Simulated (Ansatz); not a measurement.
The parent structure is GeO$_{2}$ in the rutile structure (space group P4_2/mnm, No. 136; a = 4.488 Å, c = 2.905 Å). Axes: x, y, z lie along a, b, c of the conventional cell.

All numbers come from Ansatz (a quantum-chemistry and plane-wave program), PBE, PAW, cutoff 420 eV, no spin-orbit coupling.

Modification: every lattice vector is stretched by 1.27 %, atoms relaxed at fixed cell.

Q: Predict the stress tensor and what it implies for the stiffness.

A: Stress of the strained cell less that of the base (GPa, compression positive):
```
  -6.20    0.00    0.00
   0.00   -6.20    0.00
   0.00    0.00   -9.43
```

Then B = −ΔP/(ΔV/V₀) with ΔV/V₀ = 0.0386 gives secant stiffness values (nonlinear terms included at this strain): B (at held cell shape, above the free-shape value) ≈ 189 GPa.

As a check, the harmonic strain energy −½ V₀ Δσ:ε is 8.4 meV/atom; the computed energy rise is 8.9 meV/atom.

Stability against distortions was not tested.
